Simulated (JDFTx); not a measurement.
The system is CsBr.

```xyz
2
Lattice="4.3256 0.0000 0.0000 0.0000 4.3256 0.0000 0.0000 0.0000 4.3256" Properties=species:S:1:pos:R:3 pbc="T T T"
Cs    0.0000    0.0000    0.0000
Br    2.1628    2.1628    2.1628
```

The cell comes from a database or a generator and needn't be the stable form of this composition.

| Property | Result |
| --- | --- |
| Program | JDFTx 1.7.0 (patched build) |
| Task | single point |
| Functional | PBEsol |
| Potentials or basis | PseudoDojo-SR-PBEsol-0.4.1-standard with smoothed tails |
| Cutoff | 680 eV |
| Density cutoff | 5442 eV |
| k mesh | 6 × 6 × 6 |
| Occupations | fermi-dirac, width 0.05 eV |
| Spin | no spin polarisation |

On this cell: pressure -0.8 GPa; largest force zero by symmetry; band gap on the k mesh 4.23 eV, indirect (least direct gap 4.24 eV).

The same run follows on a disturbed copy (atoms moved at random, drawn with an rms of 0.05 Å):

```xyz
2
Lattice="4.3256 0.0000 0.0000 0.0000 4.3256 0.0000 0.0000 0.0000 4.3256" Properties=species:S:1:pos:R:3 pbc="T T T"
Cs    0.0586   -0.0119    0.0051
Br    2.1945    2.1619    2.1507
```

What does the disturbed cell give?

The energy moves by +0.2 meV/atom; pressure -0.8 GPa; largest force 0.020 eV/Å; band gap on the k mesh 4.23 eV, indirect (least direct gap 4.24 eV).

Forces on the atoms (eV/Å):
```
Cs  -0.016  0.006 -0.010
Br   0.016 -0.006  0.010
```

Caveats: spin-orbit coupling is left out, which moves the levels of the heavy elements.

